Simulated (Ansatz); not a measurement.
## CoO: single point with PBEsol

The system is CoO.

```
Co O
1.0
     0.00000    2.13150    2.13150
     2.13150    0.00000    2.13150
     2.13150    2.13150    0.00000
Co O
1 1
Direct
  0.99261 0.00830 0.01507
  0.49712 0.51716 0.49531
```

The cell isn't the ideal one: atoms moved at random, drawn with an rms of 0.05 Å.

```yaml
Program: Ansatz 0.2.0
Task: single point
Functional: PBEsol
Potentials_or_basis: all-electron LAPW, scalar-relativistic
Cutoff: 372 eV (chosen from the basis error)
Basis_error_allowed: 0.001 eV/atom
k_mesh: 11 × 11 × 11
Occupations: fermi-dirac, width 0.05 eV
Spin: collinear spin, ferromagnetic start
Starting_moments: "[2.0, 0.0] μB"
```

```json
{
 "Pressure": "-10.7 GPa",
 "Band gap on the k mesh": "none (metal or under the smearing width)",
 "Net moment": "2.96 μB per cell",
 "Absolute moment": "2.97 μB per cell",
 "Site moments": "Co +2.59; O +0.34 μB",
 "Loewdin charges": "Co +1.11; O -0.98 e"
}
```

Forces on the atoms (eV/Å):
```
Co   0.000 -0.002  0.001
O    0.000  0.002 -0.001
```

Stress tensor (GPa, compression positive):
```
-10.74  -0.07   0.06
 -0.07 -10.58   0.08
  0.06   0.08 -10.66
```

Levels at points of the mesh, in eV from the Fermi level:
Spin up:
```tsv
k point	band 10	band 11	band 12	band 13	band 14	band 15	band 16	band 17	band 18
(0.00, 0.00, 0.00)	-3.22	-3.19	-3.01	-3.01	-2.97	0.75	16.42	17.76	17.77
```
Spin down:
```tsv
k point	band 9	band 10	band 11	band 12	band 13	band 14
(0.00, 0.00, 0.00)	-2.69	-1.10	-1.10	-1.06	-0.07	-0.06
```

It took 4 min on 2 threads of Intel(R) Xeon(R) Platinum 8259CL CPU @ 2.50GHz (Skylake/Cascade Lake), on a shared host, peak memory 1.6 GiB.

Caveat: the atomic charges don't sum to the cell's charge; a cell with one magnetic atom can't hold antiferromagnetic order, which such compounds often take; semilocal functionals often make such compounds metallic where correlation or magnetic order opens a gap, which also shifts bond lengths.
